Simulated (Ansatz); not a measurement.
input.yaml (Ansatz 0.2.0):

```yaml
crystal:
  lattice:
    - [0.0, 2.4233962504, 2.4233962504]
    - [2.4233962504, 0.0, 2.4233962504]
    - [2.4233962504, 2.4233962504, 0.0]
  atoms:
    - { symbol: Lu, position: [0.0, 0.0, 0.0] }
basis:
  ecutwfc: 420
  ecutrho_ratio: 4
kpoints:
  mp_grid: { grid: [8, 8, 8] }
hamiltonian:
  xc: hse06
scf:
  occupations: { method: gaussian, width: 0.05 }
output:
  forces: true
  stress: true
  eigenvalues: true
```

At room temperature and ambient pressure Lu is hcp.

Question: What will the run give?

Answer: Pressure 3.5 GPa, gap on the mesh zero (metallic) (HSE06, scalar-relativistic).

What the program printed, in part:

```
Pseudopotentials: kind: paw
Pseudopotential: Lu, paw, valence charge 25, recommended cutoff 420 eV (normal), Lu.paw.azcp
Crystal: 1 atoms, lattice volume = 28.464 Å³
Basis set: ecut = 420 eV, 537 PW (Γ), exchange–correlation on 48×48×48 points (8 copies of the dense FFT grid, shifted against one another)
Bands: 17, of which v1, the nominal top of the filled ones, is band 13 counted from 1 (12 counted from 0)
Symmetry: 48 space group operations
Space group: Fm-3m (ITA 225), of the structure as read, at distance tolerance 3.1e-5 Å
k-points: 29 of 512
Initial density: superposition of atomic densities (neutral atoms: chi_scale 0, normalization atom), corrected by the library's trained network
Initial wavefunctions: pseudopotential atomic-orbital guess
```

SCF trace (energy estimate counted from the last row; the run made several SCF loops, for ionic steps, more bands or searches for a lower state, numbered loop.iteration):
| iteration | ΔE (eV) | density residual (eV) |
| --- | --- | --- |
| 1.1 | -0.345 | 6.15e-4 |
| 1.2 | -0.344 | 4.52e-4 |
| 1.3 | -0.344 | 5.09e-5 |
| 1.4 | -0.344 | 4.84e-7 |
| 1.5 | -0.344 | 3.58e-9 |
| 1.6 | -0.344 | 4.39e-11 |
| 2.1 | -0.068 | 3.95e-2 |
| 2.2 | -0.012 | 2.55e-2 |
| 2.3 | 0.015 | 3.24e-3 |
| 2.4 | -9.4e-04 | 5.98e-4 |
| 2.5 | -4.8e-04 | 7.08e-5 |
| 2.6 | -7.9e-04 | 2.60e-5 |
| 2.7 | -7.8e-04 | 6.04e-6 |
| 3.1 | 3.0e-06 | 1.65e-6 |
| 3.2 | 1.0e-06 | 5.30e-7 |
| 3.3 | 0.000 | 7.16e-9 |
| 4.1 | 0.000 | 1.64e-8 |
| 4.2 | 0.000 | 4.45e-9 |

```
SCF 4 converged in 2 iterations: F = -14732.042433 eV  dr2 = 4.45e-9
hybrid SCF converged: 3 outer / 12 inner (+6 warm-up), last move |dexx| = 5.76e-9 eV, tail = 1.04e-8 eV
Free energy (F): -14732.042433 eV
Frozen-core exchange: fock
E sigma→0 (E₀):  -14732.041572 eV
Entropy (-TS):   -0.001722 eV (-1.722 meV/atom)
Fermi energy:    14.238739 eV
--- Per-component energies (eV) ---
  E_band       = -52.885613
  E_kinetic    = 414.465675
  E_local      = -6674.696686  (includes V_loc(G=0)·N_el)
  E_nonlocal   = 565.774381
  E_hartree    = 2798.719169
  E_xc         = -172.755570
  E_vxc        = -202.904830  (∫ρ·V_xc dr)
  E_paw        = -7302.754159  (= ΣΔE_a)
  E_vpaw       = 458.573420  (= ΣTr[D̂ρ^β])
  E_aug_tail   = 0.000038  (compensation charges beyond the density's cutoff)
  E_ewald      = -4256.706138
  E_core_change = 1.681452  (= ΣΔE_core)
  E_smearing   = -0.001722  (= −TS)
--- Forces (eV/Å), atoms counted from 1 ---
  atom   1  Lu     0.00000000     0.00000000     0.00000000
--- Stress (GPa, compression-positive) ---
        3.541720       0.000000       0.000000
        0.000000       3.541720       0.000000
        0.000000       0.000000       3.541720
  P = ⅓ Tr σ = 3.5417 GPa (35.417 kbar)
```

Total energies depend on the potentials used, so only differences within one code and one set of settings carry meaning.

No spin–orbit coupling, a notable omission for heavy elements. Pressures of hybrids are less tightly converged. For a metal under a hybrid functional this mesh is coarse.
